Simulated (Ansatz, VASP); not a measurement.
# One calculation of Al2Cu, two programs

```
Cu Al
1.0
     4.02138    0.00000    0.00000
     0.00000    4.02138    0.00000
     0.00000    0.00000    2.83229
Cu Al
1 2
Direct
  0.00000 0.00000 0.00000
  0.00000 0.50000 0.50000
  0.50000 0.00000 0.50000
```

Change from the starting cell: volume scaled by 0.94.

Alike in both runs: task single point; functional LDA; k mesh 7 × 7 × 9; occupations fermi-dirac, width 0.05 eV; no spin polarisation.

```csv
,VASP,Ansatz
version,VASP 6.6.1,Ansatz 0.2.0
potentials or method,"VASP PAW LDA potentials, release 64 (Cu, Al), cutoff 520 eV","all-electron LAPW, scalar-relativistic"
```

VASP gave:

- gap on the k mesh at the Fermi level (eV): none
- pressure (GPa): 0.9
- largest component of the traceless stress (GPa): 0.81

What did Ansatz give for the same quantities?

gap on the k mesh at the Fermi level (eV): none; pressure (GPa): 0.7; largest component of the traceless stress (GPa): 0.82.

A gap of «none» marks a metal or a gap that the smearing closes. Ansatz ran all-electron here, so the differences hold the error of VASP's frozen core and of both bases.
